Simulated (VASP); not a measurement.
# InP (F-43m) in VASP: notebook

InP is run at these levels: revPBE, RPBE, LDA, PBE; tasks: single point, relaxation of cell and atoms.

Program: VASP 6.6.1. These are calculated values, not measurements. Logs are shortened: lines on timing, memory, paths and dates and some standing lists are left out, and cuts for length are marked.

**Measured values to compare with.**

From a printed reference work, data compilation, for a bulk crystal of InP at 1.6 K: band gap 1.4236 eV (direct).

How close the calculation comes is told below.

## 1. The cell of the first run

The structure is cubic, space group F-43m (No. 216). Conventional cell: a = 5.861 Å, b = 5.861 Å, c = 5.861 Å, α = 90.00°, β = 90.00°, γ = 90.00°. Within 3.3 Å of In (site symmetry -43m) lie 4 P at 2.54 Å. Within 3.3 Å of P (site symmetry -43m) lie 4 In at 2.54 Å.

## 2. Single point, revPBE

Contents of INCAR:

```
ALGO     = Normal         # electronic algorithm
EDIFF    = 1E-6           # SCF threshold, eV
ENCUT    = 520            # plane-wave cutoff, eV
GGA      = RE             # functional
ISIF     = 2              # what is computed and relaxed
ISMEAR   = -1             # smearing method
LASPH    = True           # aspherical terms in the spheres
LCHARG   = False          # write CHGCAR
LREAL    = False          # projectors in reciprocal space
LWAVE    = False          # write WAVECAR
NBANDS   = 16             # bands
NELM     = 80             # most SCF steps
PREC     = Accurate       # precision mode
SIGMA    = 0.05           # smearing width, eV
```

Contents of KPOINTS:

```
k-points
0
Gamma
  8 8 8
```

Contents of POSCAR:

```
InP
1.0
    0.0000000000      2.9305000000      2.9305000000
    2.9305000000      0.0000000000      2.9305000000
    2.9305000000      2.9305000000      0.0000000000
In P
1 1
Direct
    0.0000000000      0.0000000000      0.0000000000
    0.7500000000      0.7500000000      0.7500000000
```

Potentials or basis: VASP PAW PBE potentials, release 64 (In_d, P).

Run with:

```sh
$ cat potpaw_PBE.64/In_d/POTCAR potpaw_PBE.64/P/POTCAR > POTCAR
$ mpirun -np 1 vasp_std > vasp.out
```

OUTCAR:

```text
EDIFF = 1E-6
   ENCUT = 520
   GGA = RE
   ISIF = 2
   ISMEAR = -1
   LASPH = True
   LREAL = False
   NELM = 80
   PREC = Accurate

 ion  position               nearest neighbor table
   1  0.000  0.000  0.000-   2 2.54   2 2.54   2 2.54   2 2.54
   2  0.750  0.750  0.750-   1 2.54   1 2.54   1 2.54   1 2.54

  LATTYP: Found a face centered cubic cell.
 ALAT       =     5.8610000000

  Lattice vectors:

 A1 = (   0.0000000000,   2.9305000000,   2.9305000000)
 A2 = (   2.9305000000,   0.0000000000,   2.9305000000)
 A3 = (   2.9305000000,   2.9305000000,   0.0000000000)

Analysis of symmetry for initial positions (statically):
=====================================================================
 Subroutine PRICEL returns:
 Original cell was already a primitive cell.

 Routine SETGRP: Setting up the symmetry group for a
 face centered cubic supercell.

 Subroutine GETGRP returns: Found 24 space group operations
 (whereof 24 operations were pure point group operations)
 out of a pool of 48 trial point group operations.

The static configuration has the point symmetry T_d .

Analysis of symmetry for dynamics (positions and initial velocities):
=====================================================================
 Subroutine PRICEL returns:
 Original cell was already a primitive cell.

 Routine SETGRP: Setting up the symmetry group for a
 face centered cubic supercell.

 Subroutine GETGRP returns: Found 24 space group operations
 (whereof 24 operations were pure point group operations)
 out of a pool of 48 trial point group operations.

The dynamic configuration has the point symmetry T_d .

 Subroutine INISYM returns: Found 24 space group operations
 (whereof 24 operations are pure point group operations),
 and found     1 'primitive' translations

----------------------------------------------------------------------------------------

                                     Primitive cell

  volume of cell :      50.3333

  direct lattice vectors                    reciprocal lattice vectors
     0.000000000  2.930500000  2.930500000    -0.170619348  0.170619348  0.170619348
     2.930500000  0.000000000  2.930500000     0.170619348 -0.170619348  0.170619348
     2.930500000  2.930500000  0.000000000     0.170619348  0.170619348 -0.170619348

  length of vectors
     4.144352845  4.144352845  4.144352845     0.295521380  0.295521380  0.295521380

  position of ions in fractional coordinates (direct lattice)
     0.000000000  0.000000000  0.000000000
     0.750000000  0.750000000  0.750000000

  ion indices of the primitive-cell ions
   primitive index   ion index
                 1           1
                 2           2

----------------------------------------------------------------------------------------

 KPOINTS: k-points

Automatic generation of k-mesh.
 Grid dimensions read from file:
 generate k-points for:    8    8    8

 Generating k-lattice:

  Cartesian coordinates                     Fractional coordinates (reciprocal lattice)
    -0.021327419  0.021327419  0.021327419     0.125000000  0.000000000  0.000000000
     0.021327419 -0.021327419  0.021327419     0.000000000  0.125000000  0.000000000
     0.021327419  0.021327419 -0.021327419     0.000000000  0.000000000  0.125000000

  Length of vectors
     0.036940172  0.036940172  0.036940172

  Shift w.r.t. Gamma in fractional coordinates (k-lattice)
     0.000000000  0.000000000  0.000000000

 Subroutine IBZKPT returns following result:
 ===========================================

 Found     29 irreducible k-points:

 Following reciprocal coordinates:
            Coordinates               Weight
  0.000000  0.000000  0.000000      1.000000
  0.125000  0.000000  0.000000      8.000000
  0.250000  0.000000  0.000000      8.000000
  0.375000  0.000000  0.000000      8.000000
  0.500000  0.000000  0.000000      4.000000
  0.125000  0.125000  0.000000      6.000000
[... 16 lines left out ...]
  0.500000  0.250000  0.125000     48.000000
 -0.375000  0.250000  0.125000     24.000000
 [... further k-points ...]
   k-points           NKPTS =     29   k-points in BZ     NKDIM =     29   number of bands    NBANDS=     16
   number of dos      NEDOS =    301   number of ions     NIONS =      2
   total plane-waves  NPLWV =  32768
   dimension x,y,z NGX =    32 NGY =   32 NGZ =   32
   dimension x,y,z NGXF=    64 NGYF=   64 NGZF=   64
   ions per type =               1   1
   NGX,Y,Z   is equivalent  to a cutoff of  12.84, 12.84, 12.84 a.u.
   NGXF,Y,Z  is equivalent  to a cutoff of  25.67, 25.67, 25.67 a.u.
 SYSTEM =  unknown system
   PREC   = accura    normal or accurate (medium, high low for compatibility)
   ISTART =      0    job   : 0-new  1-cont  2-samecut
   ICHARG =      2    charge: 1-file 2-atom 10-const
   ISPIN  =      1    spin polarized calculation?
   LNONCOLLINEAR =      F non collinear calculations
   LSORBIT =      F    spin-orbit coupling
   LASPH  =      T    aspherical Exc in radial PAW
   ENCUT  =  520.0 eV  38.22 Ry    6.18 a.u.   7.71  7.71  7.71*2*pi/ulx,y,z
   NELM   =     80;   NELMIN=  2; NELMDL= -5     # of ELM steps
   EDIFF  = 0.1E-05   stopping-criterion for ELM
   LREAL  =      F    real-space projection
   EDIFFG = 0.1E-04   stopping-criterion for IOM
   NSW    =      0    number of steps for IOM
   IBRION =     -1    ionic relax: 0-MD 1-quasi-New 2-CG
   NFREE  =      0    steps in history (QN), initial steepest desc. (CG)
   ISIF   =      2    stress and relaxation
   ISYM   =      2    0-nonsym 1-usesym 2-fastsym
   POTIM  = 0.5000    time-step for ionic-motion
   TEBEG  =    0.0;   TEEND  =   0.0 temperature during run
   PSTRESS=    0.0 pullay stress
   NELECT =      18.0000    total number of electrons
   NUPDOWN=      -1.0000    fix difference up-down
   EMIN   =  10.00;   EMAX   =-10.00  energy-range for DOS
   EFERMI =   0.00;   METHOD = LEGACY
   ISMEAR =    -1;   SIGMA  =   0.05  broadening in eV -4-tet -1-fermi 0-gaus
   EFERMI_NEDOS =   21; number of points for ismear=-14 and -15
   IALGO  =     38    algorithm
   IMIX   =      4    mixing-type and parameters
     AMIX     =   0.40;   BMIX     =  1.00
     AMIX_MAG =   1.60;   BMIX_MAG =  1.00
  volume/ion in A,a.u.               =      25.17       169.83
  Fermi-wavevector in a.u.,A,eV,Ry     =   1.162021  2.195901 18.371846  1.350293
  Thomas-Fermi vector in A             =   2.298587
   LORBIT       =      0    0 simple, 1 ext, 2 COOP (PROOUT), +10 PAW based schemes
   GGA     = RE    functional components
   LHFCALC =     F    Hartree Fock is set to
   AEXX    =    0.0000 exact exchange contribution
   IVDW    =     0    specifies the selected vdW correction
   LEPSILON=     F    determine dielectric tensor
   LRPA    =     F    only Hartree local field effects (RPA)
 non-spin polarized calculation
  energy-cutoff  :      520.00
  volume of cell :       50.33
 maximum number of plane-waves:      1380
   NGX = 15   NGY = 15   NGZ = 15

 number of electron      18.0000005 magnetization

 Free energy of the ion-electron system (eV)
  ---------------------------------------------------
  ext. energy  EPLUGINS =         0.00000000
  ---------------------------------------------------
  free energy    TOTEN  =        -7.79115492 eV

  energy without entropy =       -7.79115282  energy(sigma->0) =       -7.79115387

 E-fermi :   5.6982     XC(G=0):  -9.1584

 val. band max:        5.2622099288   @ k =   0.0000   0.0000   0.0000
 cond. band min:       6.0713574790   @ k =   0.0000   0.0000   0.0000
 fundamental gap:      0.8091475502
 Fermi energy:         5.6981753136

 k-point     1 :       0.0000    0.0000    0.0000
  band No.  band energies     occupation
      1      -8.9359      2.00000
      2      -8.9359      2.00000
      3      -8.9359      2.00000
      4      -8.7852      2.00000
      5      -8.7852      2.00000
      6      -6.2317      2.00000
[... 8 lines left out ...]
     15      14.6892      0.00000
     16      14.6892      0.00000

 k-point     2 :       0.1250    0.0000    0.0000
  band No.  band energies     occupation
      1      -8.9547      2.00000
      2      -8.9285      2.00000
      3      -8.9285      2.00000
      4      -8.7851      2.00000
      5      -8.7851      2.00000
      6      -6.0538      2.00000
[... 8 lines left out ...]
     15      14.0805      0.00000
     16      14.7676      0.00000

 k-point     3 :       0.2500    0.0000    0.0000
  band No.  band energies     occupation
      1      -8.9976      2.00000
      2      -8.9127      2.00000
      3      -8.9127      2.00000
      4      -8.7825      2.00000
      5      -8.7825      2.00000
      6      -5.5570      2.00000
[... 8 lines left out ...]
     15      13.8664      0.00000
     16      14.5417      0.00000

 k-point     4 :       0.3750    0.0000    0.0000
  band No.  band energies     occupation
      1      -9.0378      2.00000
      2      -8.9009      2.00000
      3      -8.9009      2.00000
      4      -8.7757      2.00000
      5      -8.7757      2.00000
      6      -4.8933      2.00000
[... 8 lines left out ...]
     15      14.7920      0.00000
     16      14.7920      0.00000

 k-point     5 :       0.5000    0.0000    0.0000
  band No.  band energies     occupation
      1      -9.0538      2.00000
      2      -8.8973      2.00000
      3      -8.8973      2.00000
      4      -8.7716      2.00000
      5      -8.7715      2.00000
      6      -4.5161      2.00000
[... 8 lines left out ...]
     15      15.8972      0.00000
     16      15.8972      0.00000

 k-point     6 :       0.1250    0.1250    0.0000
  band No.  band energies     occupation
      1      -8.9685      2.00000
      2      -8.9213      2.00000
      3      -8.9213      2.00000
      4      -8.7912      2.00000
      5      -8.7801      2.00000
      6      -5.9951      2.00000
[... 8 lines left out ...]
     15      14.8287      0.00000
     16      15.1811      0.00000

 k-point     7 :       0.2500    0.1250    0.0000
  band No.  band energies     occupation
      1      -9.0034      2.00000
      2      -8.9077      2.00000
      3      -8.9045      2.00000
      4      -8.7954      2.00000
      5      -8.7750      2.00000
      6      -5.6043      2.00000
[... 8 lines left out ...]
     15      14.7256      0.00000
     16      15.7900      0.00000

 k-point     8 :       0.3750    0.1250    0.0000
  band No.  band energies     occupation
      1      -9.0384      2.00000
      2      -8.8974      2.00000
      3      -8.8910      2.00000
      4      -8.7918      2.00000
      5      -8.7698      2.00000
      6      -4.9816      2.00000
[... 8 lines left out ...]
     15      15.3319      0.00000
     16      15.3828      0.00000

 k-point     9 :       0.5000    0.1250    0.0000
  band No.  band energies     occupation
      1      -9.0575      2.00000
      2      -8.8932      2.00000
      3      -8.8866      2.00000
      4      -8.7820      2.00000
      5      -8.7697      2.00000
      6      -4.4495      2.00000
[... 8 lines left out ...]
     15      15.9237      0.00000
     16      15.9859      0.00000
[... 172 lines left out ...]
 k-point    19 :       0.5000    0.3750    0.0000
  band No.  band energies     occupation
      1      -9.1064      2.00000
      2      -8.8471      2.00000
      3      -8.8398      2.00000
      4      -8.8251      2.00000
      5      -8.7551      2.00000
      6      -4.0008      2.00000
[... 8 lines left out ...]
     15      16.1275      0.00000
     16      17.2809      0.00000

 k-point    20 :      -0.3750    0.3750    0.0000
  band No.  band energies     occupation
      1      -9.0925      2.00000
      2      -8.8629      2.00000
      3      -8.8463      2.00000
      4      -8.8113      2.00000
      5      -8.7648      2.00000
      6      -3.8765      2.00000
[... 8 lines left out ...]
     15      15.1621      0.00000
     16      18.2016      0.00000

 k-point    21 :       0.5000    0.5000    0.0000
  band No.  band energies     occupation
      1      -9.1200      2.00000
      2      -8.8358      2.00000
      3      -8.8318      2.00000
      4      -8.8318      2.00000
      5      -8.7502      2.00000
      6      -3.8646      2.00000
[... 8 lines left out ...]
     15      15.9874      0.00000
     16      17.0941      0.00000

 k-point    22 :       0.3750    0.2500    0.1250
  band No.  band energies     occupation
      1      -9.0355      2.00000
      2      -8.8934      2.00000
      3      -8.8871      2.00000
      4      -8.8002      2.00000
      5      -8.7700      2.00000
      6      -5.1446      2.00000
[... 8 lines left out ...]
     15      15.4593      0.00000
     16      17.0234      0.00000

 k-point    23 :       0.5000    0.2500    0.1250
  band No.  band energies     occupation
      1      -9.0592      2.00000
      2      -8.8880      2.00000
      3      -8.8727      2.00000
      4      -8.7963      2.00000
      5      -8.7696      2.00000
      6      -4.5372      2.00000
[... 8 lines left out ...]
     15      16.1809      0.00000
     16      16.6894      0.00000

 k-point    24 :      -0.3750    0.2500    0.1250
  band No.  band energies     occupation
      1      -9.0679      2.00000
      2      -8.8873      2.00000
      3      -8.8677      2.00000
      4      -8.7903      2.00000
      5      -8.7721      2.00000
      6      -4.1999      2.00000
[... 8 lines left out ...]
     15      16.0350      0.00000
     16      16.6132      0.00000

 [... further k-points ...]

------------------------ aborting loop because EDIFF is reached ----------------------------------------

  FORCE on cell =-STRESS in cart. coord.  units (eV):
  Direction    XX          YY          ZZ          XY          YZ          ZX
  --------------------------------------------------------------------------------------
  -------------------------------------------------------------------------------------
  Total        1.4459746      1.4459746      1.4459746     -0.0000000      0.0000000      0.0000000
  in kB       46.0273609     46.0273609     46.0273609     -0.0000000      0.0000000      0.0000000
  external PRESSURE =      46.0273609 kB  Pullay stress =       0.0000000 kB

 VOLUME and BASIS-vectors are now :
 -----------------------------------------------------------------------------
  energy-cutoff  :      520.00
  volume of cell :       50.33
      direct lattice vectors                 reciprocal lattice vectors
     0.000000000  2.930500000  2.930500000    -0.170619348  0.170619348  0.170619348
     2.930500000  0.000000000  2.930500000     0.170619348 -0.170619348  0.170619348
     2.930500000  2.930500000  0.000000000     0.170619348  0.170619348 -0.170619348

 POSITION                                       TOTAL-FORCE (eV/Angst)
 -----------------------------------------------------------------------------------
      0.00000      0.00000      0.00000         0.000000      0.000000      0.000000
      4.39575      4.39575      4.39575        -0.000000     -0.000000     -0.000000
 -----------------------------------------------------------------------------------
    total drift:                                0.000000      0.000000      0.000000

  FREE ENERGIE OF THE ION-ELECTRON SYSTEM (eV)
  ---------------------------------------------------
  free  energy   TOTEN  =        -7.7911549158 eV

  energy  without entropy=       -7.7911528164  energy(sigma->0) =       -7.79115387
```

Run time: 23 s. Hardware: 1 thread of Intel Xeon Platinum 8259CL at 2.50GHz (Skylake/Cascade Lake), shared host; peak memory 0.18 GiB.

What came out:

```yaml
Free_energy: -7.7912 eV
Pressure: 4.6 GPa
Band_gap_on_the_k_mesh: 0.81 eV, direct
```

Caveat: the PAW data sets were made with another functional, which shifts forces and pressure a little; spin-orbit coupling is left out, which moves the levels of the heavy elements.

(Part 1 of 3 ends here.)
